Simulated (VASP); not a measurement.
Set up this calculation in VASP 6.6.1, as the native input.

```yaml
Task: relaxation of cell and atoms
Functional: LDA
Potentials_or_basis: VASP PAW LDA potentials, release 64 (Ir)
Cutoff: 600 eV
k_mesh: 10 × 10 × 6
Occupations: fermi-dirac, width 0.05 eV
Spin: no spin polarisation
Ladder: gaps
Further_INCAR_settings: ALGO = Normal; EDIFF = 1e-07; IBRION = 2; EDIFFG = -0.005; NSW = 40; ISIF = 3
```

The structure of Ir lies in POSCAR:

```
Ir
1.0
    2.7513778946      0.0000000000      0.0000000000
   -1.3756889473      2.3827631521      0.0000000000
    0.0000000000      0.0000000000      4.4622900000
Ir
2
Direct
    0.3333333333      0.6666666667      0.2500000000
    0.6666666667      0.3333333333      0.7500000000
```

This isn't the form of Ir at room conditions, which is fcc.

These files were run (other wordings do the same):

INCAR

```
  PREC = Accurate
  ENCUT = 600
  EDIFF = 1E-7
  ISMEAR = -1
  SIGMA = 0.05
  LREAL = False
  LASPH = True
  NELM = 100
  ALGO = Normal
  ISIF = 3
  LWAVE = False
  LCHARG = False
  IBRION = 2
  NSW = 40
  EDIFFG = -0.005
```

KPOINTS

```
regular mesh
0
Gamma
  10 10 6
```

Potentials or basis: VASP PAW LDA potentials, release 64 (Ir).

The run is started by

```console
$ cat potpaw_LDA.64/Ir/POTCAR > POTCAR
$ mpirun -np 1 vasp_std > vasp.out
```

Results of the run:

| Property | Result |
| --- | --- |
| Relaxed volume | 14.00 Å³/atom |
| Relaxed cell | a = 2.701 Å, b = 2.701 Å, c = 4.429 Å, α = 90.00°, β = 90.00°, γ = 120.00° |
| Space group after relaxing (to 0.05 Å) | P6_3/mmc (No. 194) |
| Energy gained by relaxing | 33.4 meV/atom |
| Ionic steps | 10 |
| Pressure after relaxing | 0.0 GPa |
| Band gap on the k mesh | none (metal or under the smearing width) |

Wall time 88 s on 1 thread of AMD EPYC 7R43 64-Core Processor (Zen 3), on a shared host, peak memory 0.13 GiB.
